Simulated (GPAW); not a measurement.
# Al (Fm-3m) in GPAW: a series of runs

The runs below take Al through single point, relaxation of cell and atoms, with PBE, PBEsol, PBEsol+D3.

Everything below comes from runs of GPAW 26.7.0. Logs are shortened: lines on timing, memory, paths and dates and some standing lists are left out, and cuts for length are marked. The log counts tension as positive stress, the text compression.

## Step 1: Starting point

Symmetry: Fm-3m, No. 225, cubic system. Conventional cell: a = 4.050 Å, b = 4.050 Å, c = 4.050 Å, α = 90.00°, β = 90.00°, γ = 90.00°. Around Al (site symmetry m-3m) lie 12 Al at 2.86 Å.

## Step 2: Single point, PBE

run.py

```python
from ase.dft.bandgap import bandgap
from ase.io import read, write
from ase.units import GPa
from gpaw import GPAW, PW

atoms = read('Al.cif')

calc = GPAW(mode=PW(250),
            xc='PBE',
            kpts={'size': (7, 7, 7), 'gamma': True},
            occupations={'name': 'fermi-dirac', 'width': 0.05},
            nbands=16,
            convergence={'density': 1e-05, 'energy': 1e-05},
            maxiter=80,
            txt='gpaw.txt')
atoms.calc = calc
energy = atoms.get_potential_energy()
forces = atoms.get_forces()
stress = atoms.get_stress()
calc.write('gs.gpw')
write('result.traj', atoms)
print(f'Energy: {energy:.6f} eV')
print('Forces (eV/A):')
print(forces.round(4))
print('Stress (GPa):', (stress / GPa).round(3))
print('Fermi level:', round(calc.get_fermi_level(), 4), 'eV')
print(f'Gap: {bandgap(calc)[0]:.4f} eV, direct: {bandgap(calc, direct=True)[0]:.4f} eV')
```

Al.cif

```cif
data_Al
_cell_length_a 4.04961000
_cell_length_b 4.04961000
_cell_length_c 4.04961000
_cell_angle_alpha 90.00000000
_cell_angle_beta 90.00000000
_cell_angle_gamma 90.00000000
_space_group_name_H-M_alt 'Fm-3m'
_space_group_name_Hall '-F 4 2 3'
_space_group_IT_number 225
loop_
_space_group_symop_operation_xyz
'x,y,z'
'-x,-y,-z'
'-y,x,z'
'y,-x,-z'
'-x,-y,z'
'x,y,-z'
'y,-x,z'
'-y,x,-z'
'x,-y,-z'
'-x,y,z'
'-y,-x,-z'
'y,x,z'
'-x,y,-z'
'x,-y,z'
'y,x,-z'
'-y,-x,z'
'z,x,y'
'-z,-x,-y'
'z,-y,x'
'-z,y,-x'
'z,-x,-y'
'-z,x,y'
'z,y,-x'
'-z,-y,x'
'-z,x,-y'
'z,-x,y'
'-z,-y,-x'
'z,y,x'
'-z,-x,y'
'z,x,-y'
'-z,y,x'
'z,-y,-x'
'y,z,x'
'-y,-z,-x'
'x,z,-y'
'-x,-z,y'
'-y,z,-x'
'y,-z,x'
'-x,z,y'
'x,-z,-y'
'-y,-z,x'
'y,z,-x'
'-x,-z,-y'
'x,z,y'
'y,-z,-x'
'-y,z,x'
'x,-z,y'
'-x,z,-y'
'x,y+1/2,z+1/2'
'-x,-y+1/2,-z+1/2'
'-y,x+1/2,z+1/2'
[... 62 lines left out ...]
'-z+1/2,-x,-y+1/2'
'z+1/2,-y,x+1/2'
'-z+1/2,y,-x+1/2'
'z+1/2,-x,-y+1/2'
'-z+1/2,x,y+1/2'
'z+1/2,y,-x+1/2'
'-z+1/2,-y,x+1/2'
'-z+1/2,x,-y+1/2'
'z+1/2,-x,y+1/2'
'-z+1/2,-y,-x+1/2'
'z+1/2,y,x+1/2'
'-z+1/2,-x,y+1/2'
'z+1/2,x,-y+1/2'
'-z+1/2,y,x+1/2'
'z+1/2,-y,-x+1/2'
'y+1/2,z,x+1/2'
'-y+1/2,-z,-x+1/2'
'x+1/2,z,-y+1/2'
'-x+1/2,-z,y+1/2'
'-y+1/2,z,-x+1/2'
'y+1/2,-z,x+1/2'
'-x+1/2,z,y+1/2'
'x+1/2,-z,-y+1/2'
'-y+1/2,-z,x+1/2'
'y+1/2,z,-x+1/2'
'-x+1/2,-z,-y+1/2'
'x+1/2,z,y+1/2'
'y+1/2,-z,-x+1/2'
'-y+1/2,z,x+1/2'
'x+1/2,-z,y+1/2'
'-x+1/2,z,-y+1/2'
'x+1/2,y+1/2,z'
'-x+1/2,-y+1/2,-z'
'-y+1/2,x+1/2,z'
'y+1/2,-x+1/2,-z'
'-x+1/2,-y+1/2,z'
'x+1/2,y+1/2,-z'
'y+1/2,-x+1/2,z'
'-y+1/2,x+1/2,-z'
'x+1/2,-y+1/2,-z'
'-x+1/2,y+1/2,z'
'-y+1/2,-x+1/2,-z'
'y+1/2,x+1/2,z'
'-x+1/2,y+1/2,-z'
'x+1/2,-y+1/2,z'
'y+1/2,x+1/2,-z'
'-y+1/2,-x+1/2,z'
'z+1/2,x+1/2,y'
'-z+1/2,-x+1/2,-y'
'z+1/2,-y+1/2,x'
'-z+1/2,y+1/2,-x'
'z+1/2,-x+1/2,-y'
'-z+1/2,x+1/2,y'
'z+1/2,y+1/2,-x'
'-z+1/2,-y+1/2,x'
'-z+1/2,x+1/2,-y'
'z+1/2,-x+1/2,y'
'-z+1/2,-y+1/2,-x'
'z+1/2,y+1/2,x'
'-z+1/2,-x+1/2,y'
'z+1/2,x+1/2,-y'
'-z+1/2,y+1/2,x'
'z+1/2,-y+1/2,-x'
'y+1/2,z+1/2,x'
'-y+1/2,-z+1/2,-x'
'x+1/2,z+1/2,-y'
'-x+1/2,-z+1/2,y'
'-y+1/2,z+1/2,-x'
'y+1/2,-z+1/2,x'
'-x+1/2,z+1/2,y'
'x+1/2,-z+1/2,-y'
'-y+1/2,-z+1/2,x'
'y+1/2,z+1/2,-x'
'-x+1/2,-z+1/2,-y'
'x+1/2,z+1/2,y'
'y+1/2,-z+1/2,-x'
'-y+1/2,z+1/2,x'
'x+1/2,-z+1/2,y'
'-x+1/2,z+1/2,-y'
loop_
_atom_site_label
_atom_site_type_symbol
_atom_site_symmetry_multiplicity
_atom_site_Wyckoff_symbol
_atom_site_fract_x
_atom_site_fract_y
_atom_site_fract_z
_atom_site_occupancy
Al1 Al 4 a 0.0000000000 0.0000000000 0.0000000000 1
```

Potentials or basis: GPAW PAW data sets (gpaw-data 1.2.1), pw.

Launch:

```console
$ OMP_NUM_THREADS=1 python run.py
```

gpaw.txt:

```text
__  _  _
 | _ |_)|_||  |
 |__||  | ||/\| - 26.7.0

Input parameters:
  mode=PW(ecut=250.0),
  convergence={'density': 1e-05, 'energy': 1e-05},
  kpts=MonkhorstPack(size=(7, 7, 7), gamma=True),
  maxiter=80,
  nbands=16,
  occupations=Occupations(name='fermi-dirac', width=0.05),
  xc=XC(name='PBE')

Diagonalizing LCAO Hamiltonian
Converting LCAO to pw mode
   .---------.
  /|         |
 * |         |
 | |         |
 |Al         |
 | .--Al-----.
 |/    Al   /
 Al--------*

Atoms  # Å, Bohr magnetons
|   | symbol |        x |        y |        z |    initial magnetic moments |
|---|--------|----------|----------|----------|-----------------------------|
| 0 |     Al | 0.000000 | 0.000000 | 0.000000 | ( 0.0000,  0.0000,  0.0000) |
| 1 |     Al | 0.000000 | 2.024805 | 2.024805 | ( 0.0000,  0.0000,  0.0000) |
| 2 |     Al | 2.024805 | 0.000000 | 2.024805 | ( 0.0000,  0.0000,  0.0000) |
| 3 |     Al | 2.024805 | 2.024805 | 0.000000 | ( 0.0000,  0.0000,  0.0000) |

Unit cell  # Å
| periodic |        x |        y |        z |  lengths |    angles |
|----------|----------|----------|----------|----------|-----------|
|      yes | 4.049610 | 0.000000 | 0.000000 | 4.049610 | 90.000000 |
|      yes | 0.000000 | 4.049610 | 0.000000 | 4.049610 | 90.000000 |
|      yes | 0.000000 | 0.000000 | 4.049610 | 4.049610 | 90.000000 |

Number of symmetries: 48
Symmetry operations  # r_c * U_cc + t_c -> r_c
|    | kind |            matrix            |
|----|------|------------------------------|
|  0 |  E   |  1, 0, 0,  0, 1, 0,  0, 0, 1 |
|  1 |  σ   |  1, 0, 0,  0, 1, 0,  0, 0,-1 |
|  2 |  σ   |  1, 0, 0,  0, 0, 1,  0, 1, 0 |
|  3 |  C4  |  1, 0, 0,  0, 0, 1,  0,-1, 0 |
|  4 |  C4  |  1, 0, 0,  0, 0,-1,  0, 1, 0 |
|  5 |  σ   |  1, 0, 0,  0, 0,-1,  0,-1, 0 |
|  6 |  σ   |  1, 0, 0,  0,-1, 0,  0, 0, 1 |
|  7 |  C2  |  1, 0, 0,  0,-1, 0,  0, 0,-1 |
|  8 |  σ   |  0, 1, 0,  1, 0, 0,  0, 0, 1 |
|  9 |  C2  |  0, 1, 0,  1, 0, 0,  0, 0,-1 |
| 10 |  C3  |  0, 1, 0,  0, 0, 1,  1, 0, 0 |
| 11 |  S6  |  0, 1, 0,  0, 0, 1, -1, 0, 0 |
| 12 |  S6  |  0, 1, 0,  0, 0,-1,  1, 0, 0 |
| 13 |  C3  |  0, 1, 0,  0, 0,-1, -1, 0, 0 |
| 14 |  C4  |  0, 1, 0, -1, 0, 0,  0, 0, 1 |
| 15 |  S4  |  0, 1, 0, -1, 0, 0,  0, 0,-1 |
| 16 |  C3  |  0, 0, 1,  1, 0, 0,  0, 1, 0 |
| 17 |  S6  |  0, 0, 1,  1, 0, 0,  0,-1, 0 |
| 18 |  σ   |  0, 0, 1,  0, 1, 0,  1, 0, 0 |
| 19 |  C4  |  0, 0, 1,  0, 1, 0, -1, 0, 0 |
| 20 |  C2  |  0, 0, 1,  0,-1, 0,  1, 0, 0 |
| 21 |  S4  |  0, 0, 1,  0,-1, 0, -1, 0, 0 |
| 22 |  S6  |  0, 0, 1, -1, 0, 0,  0, 1, 0 |
| 23 |  C3  |  0, 0, 1, -1, 0, 0,  0,-1, 0 |
| 24 |  S6  |  0, 0,-1,  1, 0, 0,  0, 1, 0 |
| 25 |  C3  |  0, 0,-1,  1, 0, 0,  0,-1, 0 |
| 26 |  C4  |  0, 0,-1,  0, 1, 0,  1, 0, 0 |
| 27 |  σ   |  0, 0,-1,  0, 1, 0, -1, 0, 0 |
| 28 |  S4  |  0, 0,-1,  0,-1, 0,  1, 0, 0 |
| 29 |  C2  |  0, 0,-1,  0,-1, 0, -1, 0, 0 |
| 30 |  C3  |  0, 0,-1, -1, 0, 0,  0, 1, 0 |
| 31 |  S6  |  0, 0,-1, -1, 0, 0,  0,-1, 0 |
| 32 |  C4  |  0,-1, 0,  1, 0, 0,  0, 0, 1 |
| 33 |  S4  |  0,-1, 0,  1, 0, 0,  0, 0,-1 |
| 34 |  S6  |  0,-1, 0,  0, 0, 1,  1, 0, 0 |
| 35 |  C3  |  0,-1, 0,  0, 0, 1, -1, 0, 0 |
| 36 |  C3  |  0,-1, 0,  0, 0,-1,  1, 0, 0 |
| 37 |  S6  |  0,-1, 0,  0, 0,-1, -1, 0, 0 |
| 38 |  σ   |  0,-1, 0, -1, 0, 0,  0, 0, 1 |
| 39 |  C2  |  0,-1, 0, -1, 0, 0,  0, 0,-1 |
| 40 |  σ   | -1, 0, 0,  0, 1, 0,  0, 0, 1 |
| 41 |  C2  | -1, 0, 0,  0, 1, 0,  0, 0,-1 |
| 42 |  C2  | -1, 0, 0,  0, 0, 1,  0, 1, 0 |
| 43 |  S4  | -1, 0, 0,  0, 0, 1,  0,-1, 0 |
| 44 |  S4  | -1, 0, 0,  0, 0,-1,  0, 1, 0 |
| 45 |  C2  | -1, 0, 0,  0, 0,-1,  0,-1, 0 |
| 46 |  C2  | -1, 0, 0,  0,-1, 0,  0, 0, 1 |
| 47 |  i   | -1, 0, 0,  0,-1, 0,  0, 0,-1 |

BZ-sampling:
  Number of BZ points: 343
  Number of IBZ points: 20

  Monkhorst-Pack size: [7, 7, 7]
  Monkhorst-Pack shift: [0, 0, 0]

K-points  # in reciprocal-cell coordinates
|     |                                coordinates |     weight |
|-----|--------------------------------------------|------------|
|   0 | (  0.00000000,   0.00000000,   0.00000000) | 0.00291545 |
|   1 | (  0.14285714,   0.00000000,   0.00000000) | 0.01749271 |
|   2 | (  0.14285714,   0.14285714,   0.00000000) | 0.03498542 |
|   3 | (  0.14285714,   0.14285714,   0.14285714) | 0.02332362 |
|   4 | (  0.28571429,   0.00000000,   0.00000000) | 0.01749271 |
|   5 | (  0.28571429,   0.14285714,   0.00000000) | 0.06997085 |
|   6 | (  0.28571429,   0.14285714,   0.14285714) | 0.06997085 |
|   7 | (  0.28571429,   0.28571429,   0.00000000) | 0.03498542 |
|   8 | (  0.28571429,   0.28571429,   0.14285714) | 0.06997085 |
|   9 | (  0.28571429,   0.28571429,   0.28571429) | 0.02332362 |
| ... |                                            |            |
|  19 | (  0.42857143,   0.42857143,   0.42857143) | 0.02332362 |

Plane wave coefficients: 619
Cutoff: 250.0 eV

Spin-components: 1 (collinear spins)
Bands:           16
Projectors:      20
Spin-degeneracy: 2
Datatype:        complex128

Parallelization:
  kpt:    1
  domain: 1
  band:   1

Density:
  Valence electrons: 12.0
  Components: 1
  Grid points: [15 15 15]
  Charge: 0.0  # |e|

Potential:
  Grid points: [15 15 15]

species:
  Al:
    name:    Aluminium
    Z:       13.0
    valence: 3
    core:    10
    charge:  0.0  # [|e|]
    compensation charges:
      type: gauss
      rc: 0.34  # [Å]
      lmax: 2
    cutoffs:
      filter: 1.91  # [Å]
      core: 2.36  # [Å]
    projectors
    | kind |    occ | energy [eV] | rcut [Å] |
    |------|--------|-------------|----------|
    |   3s |  2.000 |      -7.753 |    1.085 |
    |   3p |  1.000 |      -2.712 |    1.085 |
    |    s |        |      19.459 |    1.085 |
    |    p |        |      24.499 |    1.085 |
    |    d |        |       0.000 |    1.085 |

    Using partial waves for Al as LCAO basis

Reference energy: -26413.693060  # eV

eigensolver:
  PPCG
  Converge bands: occupied
  niter=2

density mixing:
  MSR1-Mixer
  Pratt-step length: 0.05
  Maximum mixing coefficient: 0.75
  Old densities: 10
  SVD Regularization: 0.005
  Good broyden scale: 1.0
  Trust region scale: 1.0
  Backstep threshold: 4.0
  History deletion threshold: 6.0
  Fourier metric: weight=20.0, sigma=0.015

occupation numbers:
  Fermi-Dirac:
    width: 0.0500  # eV

poisson solver:
  ecut: 2000.0  # eV

xc functional:
  name: PBE with 2 nearest neighbor stencil

convergence criteria:
- Maximum integral of absolute [dens]ity change: 1e-05 electrons / valence electron
- Maximum [total energy] change in last 3 cyles: 1e-05 eV / valence electron
- Maximum integral of absolute [eigenst]ate change: 4e-08 eV^2 / valence electron
maximum number of iterations: 80

SCF iterations
|iter     | |      energy | eigst |  dens |
|---------|-|-------------|-------|-------|
|iter:   1| |  -14.930343 | -0.25 |       |
|iter:   2| |  -14.932061 | -3.15 | -0.97 |
|iter:   3| |  -14.932817 | -3.39 | -0.99 |
|iter:   4| |  -14.933562 | -4.04 | -1.57 |
|iter:   5| |  -14.933559 | -5.90 | -2.95 |
|iter:   6| |  -14.933560c| -6.42 | -3.37 |
|iter:   7| |  -14.933560c| -8.18c| -4.62 |
|iter:   8| |  -14.933560c| -9.10c| -5.07c|

Converged in 8 steps
Energy contributions relative to reference atoms: (reference = -26413.693060)

Energy contributions:
  Kinetic:          14.239463
  Coulomb:          -6.745448
  Zero:             -0.043293
  External:          0.000000
  Xc:              -22.374630
  Entropy:          -0.019305
  Spinorbit:         0.000000
  ----------------------------
  Free energy:     -14.943213
  Extrapolated:    -14.933560

dipole moment: (-13.895650, -13.895650, -13.895650)  # |e|*Ang

Fermi level: 7.041
Eigenvalues  # (at kpt = [0.000, 0.000, 0.000])
| band index |      eig [eV] | occ [0-2] |
|------------|---------------|-----------|
|          0 |        -3.994 |     2.000 |
|          1 |         4.191 |     2.000 |
|          2 |         4.191 |     2.000 |
|          3 |         4.191 |     2.000 |
|          4 |         5.501 |     2.000 |
|          5 |         5.501 |     2.000 |
[... 8 lines left out ...]
|         14 |        16.112 |     0.000 |
|         15 |        16.112 |     0.000 |

No gap
No difference between direct/indirect transitions

Forces  # eV/Ang
|        x |        y |        z |
|----------|----------|----------|
| -0.00000 | -0.00000 | -0.00000 |  # Al   0
|  0.00000 | -0.00000 |  0.00000 |  # Al   1
| -0.00000 |  0.00000 | -0.00000 |  # Al   2
| -0.00000 |  0.00000 |  0.00000 |  # Al   3

Stress tensor  # eV/Ang^3
|        x |        y |        z |
|----------|----------|----------|
| 0.001764 | 0.000000 | 0.000000 |
| 0.000000 | 0.001764 | 0.000000 |
| 0.000000 | 0.000000 | 0.001764 |

# Writing to gs.gpw (mode='')
```

Wall time 3.5 s (1 thread of Intel Xeon Platinum 8488C (Sapphire Rapids), shared host); peak memory 0.13 GiB.

These settings aren't checked as converged: the numbers below hold their error.

Results:

```yaml
Free_energy: -14.9432 eV
Pressure: -0.3 GPa
Band_gap_on_the_k_mesh: none (metal or under the smearing width)
```

Caveat: the cutoff is short for stress and forces, so pressures can be off by a GPa or more.

## Step 3: Single point, PBE

Edit run.py of step 2 so:

```diff
@@ -7,9 +7,9 @@
 
-calc = GPAW(mode=PW(250),
+calc = GPAW(mode=PW(340),
             xc='PBE',
-            kpts={'size': (7, 7, 7), 'gamma': True},
+            kpts={'size': (11, 11, 11), 'gamma': True},
             occupations={'name': 'fermi-dirac', 'width': 0.05},
-            nbands=16,
+            nbands=7,
             convergence={'density': 1e-05, 'energy': 1e-05},
-            maxiter=80,
+            maxiter=100,
             txt='gpaw.txt')
```

Al.cif

```cif
data_Al
_cell_length_a 2.86350669
_cell_length_b 2.86350669
_cell_length_c 2.86350669
_cell_angle_alpha 60.00000000
_cell_angle_beta 60.00000000
_cell_angle_gamma 60.00000000
_space_group_name_H-M_alt 'P1'
_space_group_name_Hall 'P 1'
_space_group_IT_number 1
loop_
_space_group_symop_operation_xyz
'x,y,z'
loop_
_atom_site_label
_atom_site_type_symbol
_atom_site_symmetry_multiplicity
_atom_site_Wyckoff_symbol
_atom_site_fract_x
_atom_site_fract_y
_atom_site_fract_z
_atom_site_occupancy
Al1 Al 1 a 0.0000000000 0.0000000000 0.0000000000 1
```

Potentials or basis: GPAW PAW data sets (gpaw-data 1.2.1), pw.

Launch:

```console
$ OMP_NUM_THREADS=1 python run.py
```

gpaw.txt:

```text
__  _  _
 | _ |_)|_||  |
 |__||  | ||/\| - 26.7.0

Input parameters:
  mode=PW(ecut=340.0),
  convergence={'density': 1e-05, 'energy': 1e-05},
  kpts=MonkhorstPack(size=(11, 11, 11), gamma=True),
  maxiter=100,
  nbands=7,
  occupations=Occupations(name='fermi-dirac', width=0.05),
  xc=XC(name='PBE')

Diagonalizing LCAO Hamiltonian
Converting LCAO to pw mode

       Al

Atoms  # Å, Bohr magnetons
|   | symbol |        x |        y |        z |    initial magnetic moments |
|---|--------|----------|----------|----------|-----------------------------|
| 0 |     Al | 0.000000 | 0.000000 | 0.000000 | ( 0.0000,  0.0000,  0.0000) |

Unit cell  # Å
| periodic |        x |        y |        z |  lengths |    angles |
|----------|----------|----------|----------|----------|-----------|
|      yes | 2.863507 | 0.000000 | 0.000000 | 2.863507 | 60.000000 |
|      yes | 1.431753 | 2.479870 | 0.000000 | 2.863507 | 60.000000 |
|      yes | 1.431753 | 0.826623 | 2.338043 | 2.863507 | 60.000000 |

Number of symmetries: 48
Symmetry operations  # r_c * U_cc + t_c -> r_c
|    | kind |            matrix            |
|----|------|------------------------------|
|  0 |  σ   |  1, 0, 0,  1, 0,-1,  1,-1, 0 |
|  1 |  C2  |  1, 0, 0,  1,-1, 0,  1, 0,-1 |
|  2 |  E   |  1, 0, 0,  0, 1, 0,  0, 0, 1 |
|  3 |  σ   |  1, 0, 0,  0, 0, 1,  0, 1, 0 |
|  4 |  C4  |  1, 0,-1,  1, 0, 0,  1,-1, 0 |
|  5 |  S6  |  1, 0,-1,  1,-1, 0,  1, 0, 0 |
|  6 |  σ   |  1, 0,-1,  0, 1,-1,  0, 0,-1 |
|  7 |  C3  |  1, 0,-1,  0, 0,-1,  0, 1,-1 |
|  8 |  S6  |  1,-1, 0,  1, 0, 0,  1, 0,-1 |
|  9 |  C4  |  1,-1, 0,  1, 0,-1,  1, 0, 0 |
| 10 |  C3  |  1,-1, 0,  0,-1, 1,  0,-1, 0 |
| 11 |  σ   |  1,-1, 0,  0,-1, 0,  0,-1, 1 |
[... 133 lines left out ...]

xc functional:
  name: PBE with 2 nearest neighbor stencil

convergence criteria:
- Maximum integral of absolute [dens]ity change: 1e-05 electrons / valence electron
- Maximum [total energy] change in last 3 cyles: 1e-05 eV / valence electron
- Maximum integral of absolute [eigenst]ate change: 4e-08 eV^2 / valence electron
maximum number of iterations: 100

SCF iterations
|iter     | |      energy | eigst |  dens |
|---------|-|-------------|-------|-------|
|iter:   1| |   -3.744443 | -0.26 |       |
|iter:   2| |   -3.744623 | -3.52 | -0.97 |
|iter:   3| |   -3.744347 | -3.43 | -1.00 |
|iter:   4| |   -3.744624 | -4.05 | -1.55 |
|iter:   5| |   -3.744630 | -6.04 | -2.94 |
|iter:   6| |   -3.744632c| -6.57 | -3.36 |
|iter:   7| |   -3.744632c| -8.60c| -4.63 |
|iter:   8| |   -3.744632c| -9.16c| -5.12c|

Converged in 8 steps
Energy contributions relative to reference atoms: (reference = -6603.423265)

Energy contributions:
  Kinetic:           3.531096
  Coulomb:          -1.677060
  Zero:             -0.006181
  External:          0.000000
  Xc:               -5.590482
  Entropy:          -0.004007
  Spinorbit:         0.000000
  ----------------------------
  Free energy:      -3.746635
  Extrapolated:     -3.744632

dipole moment: (-9.826175, -5.673145, -4.011519)  # |e|*Ang

Fermi level: 7.113
Eigenvalues  # (at kpt = [0.000, 0.000, 0.000])
| band index |      eig [eV] | occ [0-2] |
|------------|---------------|-----------|
|          0 |        -3.995 |     2.000 |
|          1 |        19.693 |     0.000 |
|          2 |        19.693 |     0.000 |
|          3 |        19.693 |     0.000 |
|          4 |        21.141 |     0.000 |
|          5 |        21.141 |     0.000 |
|          6 |        21.141 |     0.000 |

No gap
No difference between direct/indirect transitions

Forces  # eV/Ang
|       x |        y |        z |
|---------|----------|----------|
| 0.00000 | -0.00000 | -0.00000 |  # Al   0

Stress tensor  # eV/Ang^3
|         x |         y |         z |
|-----------|-----------|-----------|
|  0.001946 |  0.000000 | -0.000000 |
|  0.000000 |  0.001946 | -0.000000 |
| -0.000000 | -0.000000 |  0.001946 |

# Writing to gs.gpw (mode='')
```

stdout:

```text
Energy: -3.744632 eV
Forces (eV/A):
[[ 0. -0. -0.]]
Stress (GPa): [ 0.312  0.312  0.312 -0.    -0.     0.   ]
Fermi level: 7.1127 eV
Gap: 0.0000 eV, direct: 0.0000 eV
```

It took 3.5 s on 1 thread of Intel Xeon Platinum 8488C (Sapphire Rapids), shared host; peak memory 0.12 GiB.

The run converged, but some of its settings lie outside the range that counts as converged, so its numbers aren't taken as properties of the crystal.

Results:

```yaml
Free_energy: -3.7466 eV
Pressure: -0.3 GPa
Band_gap_on_the_k_mesh: none (metal or under the smearing width)
```

Caveat: the cutoff is short for stress and forces, so pressures can be off by a GPa or more.

(Continued in part 2 of 2.)
